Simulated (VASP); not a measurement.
# C (Fd-3m) in VASP: notebook, part 2 of 3

VASP 6.6.1. The steps go on from the part before.

### Step 3. Relaxation of cell and atoms, PBEsol

This run uses another cell than the first one, of 5.62 Å³/atom, 0.990 times its volume.

File INCAR:

```
SYSTEM = C
PREC = Accurate
ENCUT = 600
EDIFF = 1E-7
ISMEAR = 0
SIGMA = 0.03
LREAL = .False.
LASPH = .True.
NELM = 80
ALGO = Normal
ISIF = 3
LWAVE = .False.
LCHARG = .False.
GGA = PS
IBRION = 2
NSW = 90
EDIFFG = -0.005
KPAR = 4
```

File KPOINTS:

```
regular mesh
0
Gamma
  14 14 14
  0 0 0
```

File POSCAR:

```
C                                       
1.0
    0.0000000000      1.7774542777      1.7774542777
    1.7774542777     -0.0000000000      1.7774542777
    1.7774542777      1.7774542777      0.0000000000
  C             
     2
Direct
     0.0000000000000000    0.0000000000000000    0.0000000000000000
     0.2500000000000000    0.2500000000000000    0.2500000000000000
```

Potentials or basis: VASP PAW PBE potentials, release 64 (C).

On the command line:

```console
> cat potpaw_PBE.64/C/POTCAR > POTCAR
> mpirun -np 4 vasp_std > vasp.out
```

OUTCAR:

```text
SYSTEM = C
   PREC = Accurate
   ENCUT = 600
   EDIFF = 1E-7
   ISMEAR = 0
   LREAL = .False.
   LASPH = .True.
   NELM = 80
   ISIF = 3
   GGA = PS
   IBRION = 2
   NSW = 90
   EDIFFG = -0.005

 ion  position               nearest neighbor table
   1  0.000  0.000  0.000-   2 1.54   2 1.54   2 1.54   2 1.54
   2  0.250  0.250  0.250-   1 1.54   1 1.54   1 1.54   1 1.54

  LATTYP: Found a face centered cubic cell.
 ALAT       =     3.5549085554

  Lattice vectors:

 A1 = (   0.0000000000,   1.7774542777,   1.7774542777)
 A2 = (   1.7774542777,   0.0000000000,   1.7774542777)
 A3 = (   1.7774542777,   1.7774542777,   0.0000000000)

Analysis of symmetry for initial positions (statically):
=====================================================================
 Subroutine PRICEL returns:
 Original cell was already a primitive cell.

 Routine SETGRP: Setting up the symmetry group for a
 face centered cubic supercell.

 Subroutine GETGRP returns: Found 48 space group operations
 (whereof 24 operations were pure point group operations)
 out of a pool of 48 trial point group operations.
[... 164 lines left out ...]

  energy without entropy =      -19.25432708  energy(sigma->0) =      -19.25432708

 E-fermi :  10.0480     XC(G=0): -13.4820

 val. band max:        9.8527331571   @ k =   0.0000   0.0000   0.0000
 cond. band min:      13.8815899267   @ k =   0.3571   0.3571   0.0000
 fundamental gap:      4.0288567696
 Fermi energy:        10.0480100680

 k-point     1 :       0.0000    0.0000    0.0000
  band No.  band energies     occupation
      1     -11.8030      2.00000
      2       9.8527      2.00000
      3       9.8527      2.00000
      4       9.8527      2.00000
      5      15.4196      0.00000
      6      15.4196      0.00000
      7      15.4196      0.00000
      8      23.4487      0.00000
[... 243 lines left out ...]
 k-point    24 :       0.2857    0.1429    0.0000
  band No.  band energies     occupation
      1      -9.7312      2.00000
      2       3.7678      2.00000
      3       6.4764      2.00000
      4       7.2369      2.00000
      5      15.7270      0.00000
      6      19.8887      0.00000
      7      19.9586      0.00000
      8      22.2120      0.00000

 [... further k-points ...]
[... 5 lines left out ...]
  --------------------------------------------------------------------------------------
  -------------------------------------------------------------------------------------
  Total        0.0012969      0.0012969      0.0012969     -0.0000000      0.0000000      0.0000000
  in kB        0.1850018      0.1850018      0.1850018     -0.0000000      0.0000000      0.0000000
  external PRESSURE =       0.1850018 kB  Pullay stress =       0.0000000 kB

 VOLUME and BASIS-vectors are now :
 -----------------------------------------------------------------------------
  energy-cutoff  :      600.00
  volume of cell :       11.23
      direct lattice vectors                 reciprocal lattice vectors
     0.000000000  1.777454278  1.777454278    -0.281301188  0.281301188  0.281301188
     1.777454278  0.000000000  1.777454278     0.281301188 -0.281301188  0.281301188
     1.777454278  1.777454278  0.000000000     0.281301188  0.281301188 -0.281301188

 POSITION                                       TOTAL-FORCE (eV/Angst)
 -----------------------------------------------------------------------------------
      0.00000      0.00000      0.00000        -0.000000     -0.000000     -0.000000
      0.88873      0.88873      0.88873         0.000000      0.000000      0.000000
 -----------------------------------------------------------------------------------
    total drift:                                0.000000      0.000000      0.000000

  FREE ENERGIE OF THE ION-ELECTRON SYSTEM (eV)
  ---------------------------------------------------
  free  energy   TOTEN  =       -19.2543270780 eV

  energy  without entropy=      -19.2543270780  energy(sigma->0) =      -19.25432708

 reached required accuracy - stopping structural energy minimisation
```

OSZICAR:

```text
N       E                     dE             d eps       ncg     rms          rms(c)
DAV:   1     0.120233753237E+01    0.12023E+01   -0.55387E+03  1720   0.111E+03
DAV:   2    -0.197880782782E+02   -0.20990E+02   -0.20524E+02  2528   0.121E+02
DAV:   3    -0.199356980161E+02   -0.14762E+00   -0.14762E+00  1824   0.131E+01
DAV:   4    -0.199358906273E+02   -0.19261E-03   -0.19261E-03  2416   0.517E-01
DAV:   5    -0.199358906809E+02   -0.53640E-07   -0.53640E-07  1760   0.584E-03    0.563E+00
DAV:   6    -0.194303475515E+02    0.50554E+00   -0.38842E-01  1712   0.486E+00    0.333E+00
DAV:   7    -0.192542676295E+02    0.17608E+00   -0.42881E-01  1992   0.517E+00    0.709E-01
DAV:   8    -0.192543168484E+02   -0.49219E-04   -0.15466E-03  1712   0.486E-01    0.305E-02
DAV:   9    -0.192543221579E+02   -0.53095E-05   -0.34055E-05  2440   0.554E-02    0.231E-02
DAV:  10    -0.192543271834E+02   -0.50255E-05   -0.32096E-06  1832   0.215E-02    0.445E-03
DAV:  11    -0.192543270774E+02    0.10597E-06   -0.28293E-08  1688   0.170E-03    0.104E-03
DAV:  12    -0.192543270780E+02   -0.62306E-09   -0.26162E-09   832   0.643E-04
   1 F= -.19254327E+02 E0= -.19254327E+02  d E =-.192543E+02
```

Run time: 3.7 s. Hardware: 4 MPI ranks of Intel Xeon Platinum 8488C (Sapphire Rapids), shared host; peak memory 0.11 GiB.

What came out:

* Free energy: -19.2543 eV
* Pressure after relaxing: 0.0 GPa
* Band gap on the k mesh: 4.03 eV, indirect (least direct gap 5.57 eV)

Final structure:
```xyz
2
Lattice="0.0000 1.7775 1.7775 1.7775 0.0000 1.7775 1.7775 1.7775 0.0000" Properties=species:S:1:pos:R:3 pbc="T T T"
C     0.0000    0.0000    0.0000
C     0.8887    0.8887    0.8887
```

Caveat: the relaxation stopped at its first step, so nothing moved; the PAW data sets were made with another functional, which shifts forces and pressure a little. A k mesh can miss the band edges.

### Step 4. Relaxation of cell and atoms, PBEsol

File INCAR:

```
PREC     = Accurate       # precision mode
ENCUT    = 600            # plane-wave cutoff, eV
EDIFF    = 1E-6           # SCF threshold, eV
ISMEAR   = 0              # smearing method
SIGMA    = 0.03           # smearing width, eV
LREAL    = False          # projectors in reciprocal space
LASPH    = True           # aspherical terms in the spheres
NELM     = 80             # most SCF steps
ALGO     = Normal         # electronic algorithm
ISIF     = 3              # what is computed and relaxed
LWAVE    = False          # write WAVECAR
LCHARG   = False          # write CHGCAR
GGA      = PS             # functional
IBRION   = 2              # ionic algorithm
NSW      = 90             # ionic steps
EDIFFG   = -0.01          # ionic threshold
```

File KPOINTS:

```
Automatic mesh
0
Gamma
  14 14 14
```

File POSCAR:

```
C
1.0
    0.0000000000      1.7833700000      1.7833700000
    1.7833700000      0.0000000000      1.7833700000
    1.7833700000      1.7833700000      0.0000000000
C
2
Direct
    0.0000000000      0.0000000000      0.0000000000
    0.2500000000      0.2500000000      0.2500000000
```

Potentials or basis: VASP PAW PBE potentials, release 64 (C).

On the command line:

```console
> cat potpaw_PBE.64/C/POTCAR > POTCAR
> mpirun -np 1 vasp_std > vasp.out
```

OUTCAR:

```text
PREC = Accurate
   ENCUT = 600
   EDIFF = 1E-6
   ISMEAR = 0
   LREAL = False
   LASPH = True
   NELM = 80
   ISIF = 3
   GGA = PS
   IBRION = 2
   NSW = 90
   EDIFFG = -0.01

 ion  position               nearest neighbor table
   1  0.000  0.000  0.000-   2 1.54   2 1.54   2 1.54   2 1.54
   2  0.250  0.250  0.250-   1 1.54   1 1.54   1 1.54   1 1.54

  LATTYP: Found a face centered cubic cell.
 ALAT       =     3.5667400000

  Lattice vectors:

 A1 = (   0.0000000000,   1.7833700000,   1.7833700000)
 A2 = (   1.7833700000,   0.0000000000,   1.7833700000)
 A3 = (   1.7833700000,   1.7833700000,   0.0000000000)

Analysis of symmetry for initial positions (statically):
=====================================================================
 Subroutine PRICEL returns:
 Original cell was already a primitive cell.

 Routine SETGRP: Setting up the symmetry group for a
 face centered cubic supercell.

 Subroutine GETGRP returns: Found 48 space group operations
 (whereof 24 operations were pure point group operations)
 out of a pool of 48 trial point group operations.

The static configuration has the point symmetry T_d .
 The point group associated with its full space group is O_h .

Analysis of symmetry for dynamics (positions and initial velocities):
=====================================================================
 Subroutine PRICEL returns:
[... 150 lines left out ...]

 number of electron       7.9999999 magnetization

 Free energy of the ion-electron system (eV)
  ---------------------------------------------------
  ext. energy  EPLUGINS =         0.00000000
  ---------------------------------------------------
  free energy    TOTEN  =       -19.25323573 eV

  energy without entropy =      -19.25323573  energy(sigma->0) =      -19.25323573

 E-fermi :   9.8757     XC(G=0): -13.4328

 val. band max:        9.7081039549   @ k =   0.0000   0.0000   0.0000
 cond. band min:      13.7143554445   @ k =   0.3571   0.3571   0.0000
 fundamental gap:      4.0062514896
 Fermi energy:         9.8757204968

 k-point     1 :       0.0000    0.0000    0.0000
  band No.  band energies     occupation
      1     -11.8132      2.00000
      2       9.7081      2.00000
      3       9.7081      2.00000
      4       9.7081      2.00000
      5      15.2475      0.00000
      6      15.2475      0.00000
      7      15.2475      0.00000
      8      23.0763      0.00000
[... 324 lines left out ...]
--------------------------------------- Ionic step        3  -------------------------------------------

 number of electron       7.9999999 magnetization

 Free energy of the ion-electron system (eV)
  ---------------------------------------------------
  ext. energy  EPLUGINS =         0.00000000
  ---------------------------------------------------
  free energy    TOTEN  =       -19.25479916 eV

  energy without entropy =      -19.25479916  energy(sigma->0) =      -19.25479916

 E-fermi :  10.0479     XC(G=0): -13.4820

 val. band max:        9.8526693234   @ k =   0.0000   0.0000   0.0000
 cond. band min:      13.8814781587   @ k =   0.3571   0.3571   0.0000
 fundamental gap:      4.0288088353
 Fermi energy:        10.0479333586

 k-point     1 :       0.0000    0.0000    0.0000
  band No.  band energies     occupation
      1     -11.8030      2.00000
      2       9.8527      2.00000
      3       9.8527      2.00000
      4       9.8527      2.00000
      5      15.4195      0.00000
      6      15.4195      0.00000
      7      15.4195      0.00000
      8      23.4486      0.00000
[... 282 lines left out ...]
  FREE ENERGIE OF THE ION-ELECTRON SYSTEM (eV)
  ---------------------------------------------------
  free  energy   TOTEN  =       -19.2547991610 eV

  energy  without entropy=      -19.2547991610  energy(sigma->0) =      -19.25479916

 reached required accuracy - stopping structural energy minimisation
```

CONTCAR:

```text
C
   1.00000000000000
     0.0000000000000000    1.7774542776886098    1.7774542776886098
     1.7774542776886098   -0.0000000000000000    1.7774542776886098
     1.7774542776886098    1.7774542776886098    0.0000000000000000
  C
     2
Direct
     0.0000000000000000    0.0000000000000000    0.0000000000000000
     0.2500000000000000    0.2500000000000000    0.2500000000000000

  0.00000000E+00  0.00000000E+00  0.00000000E+00
  0.00000000E+00  0.00000000E+00  0.00000000E+00
```

Wall time 23 s (1 thread of AMD EPYC 7R43 (Zen 3), shared host); peak memory 0.09 GiB.

Results:

```
Free energy                            : -19.2548 eV
Relaxed volume                         : 5.62 Å³/atom
Relaxed cell                           : a = 2.514 Å, b = 2.514 Å, c = 2.514 Å, α = 60.00°, β = 60.00°, γ = 60.00°
Space group after relaxing (to 0.05 Å) : Fd-3m (No. 227)
Energy gained by relaxing              : 0.8 meV/atom
Ionic steps                            : 3
Pressure after relaxing                : 0.0 GPa
Band gap on the k mesh                 : 4.03 eV, indirect (least direct gap 5.57 eV)
```

Step by step:
```
step  energy change (eV)  largest force (eV/Å)  pressure (GPa)  volume (Å³)
   1              0.0000                0.0000           -4.41        11.34
   2              0.0010                0.0000            5.83        11.09
   3             -0.0016                0.0000           -0.01        11.23
```

Final structure:
```
C
1.0
     0.00000    1.77745    1.77745
     1.77745    0.00000    1.77745
     1.77745    1.77745    0.00000
C
2
Direct
  0.00000 0.00000 0.00000
  0.25000 0.25000 0.25000
```

Levels at points of the mesh, in eV from the valence-band top:
| k point | band 1 | band 2 | band 3 | band 4 | band 5 | band 6 | band 7 | band 8 |
| --- | --- | --- | --- | --- | --- | --- | --- | --- |
| (0.00, 0.00, 0.00) | -21.66 | 0.00 | 0.00 | 0.00 | 5.57 | 5.57 | 5.57 | 13.60 |
| (0.50, 0.00, 0.00) | -15.77 | -13.58 | -2.84 | -2.84 | 8.43 | 8.43 | 8.97 | 15.58 |
| (0.50, 0.50, 0.00) | -12.85 | -12.85 | -6.40 | -6.40 | 4.62 | 4.62 | 16.93 | 16.93 |

Caveat: the PAW data sets were made with another functional, which shifts forces and pressure a little. A k mesh can miss the band edges.

[end of part 2 of 3]
